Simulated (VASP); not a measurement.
NaI: relaxation of the atoms with PBE+D3(BJ)

The system is NaI.

```
Na I
1.0
     0.00000    3.22359    3.22359
     3.22359    0.00000    3.22359
     3.22359    3.22359    0.00000
Na I
1 1
Direct
  0.00000 0.00000 0.00000
  0.50000 0.50000 0.50000
```

The cell isn't the ideal one: a relaxed cell with its volume scaled by 1.04.

```yaml
Program: VASP 6.6.1
Task: relaxation of the atoms
Functional: PBE
Dispersion: D3(BJ)
Potentials_or_basis: VASP PAW PBE potentials, release 64 (Na_pv, I)
Cutoff: 600 eV
k_mesh: 8 × 8 × 8
Occupations: gaussian, width 0.03 eV
Spin: no spin polarisation
Further_INCAR_settings: ALGO = Fast; EDIFF = 1e-07; IBRION = 2; EDIFFG = -0.01; NSW = 40
```

| Property | Result |
| --- | --- |
| Pressure after relaxing | -0.7 GPa |
| Band gap on the k mesh | 3.67 eV, direct |
| Dispersion energy per atom | -0.256 eV |

Final structure:
```
Na I
1.0
     0.00000    3.22359    3.22359
     3.22359    0.00000    3.22359
     3.22359    3.22359    0.00000
Na I
1 1
Direct
  0.00000 0.00000 0.00000
  0.50000 0.50000 0.50000
```

Levels at points of the mesh, in eV from the valence-band top:
```
           k point  band 5  band 6  band 7  band 8  band 9  band 10
(0.00, 0.00, 0.00)    0.00    0.00    0.00    3.67    7.93     7.93
(0.50, 0.00, 0.00)   -2.22   -0.29   -0.29    5.10    7.45     7.45
(0.50, 0.50, 0.00)   -1.94   -0.76   -0.76    4.50    5.53     9.95
```

It took 16 s on 1 thread of AMD EPYC 9R14 (Zen 4), on a shared host, peak memory 0.19 GiB.

Caveat: the relaxation stopped at its first step, so nothing moved; spin-orbit coupling is left out, which moves the levels of the heavy elements.
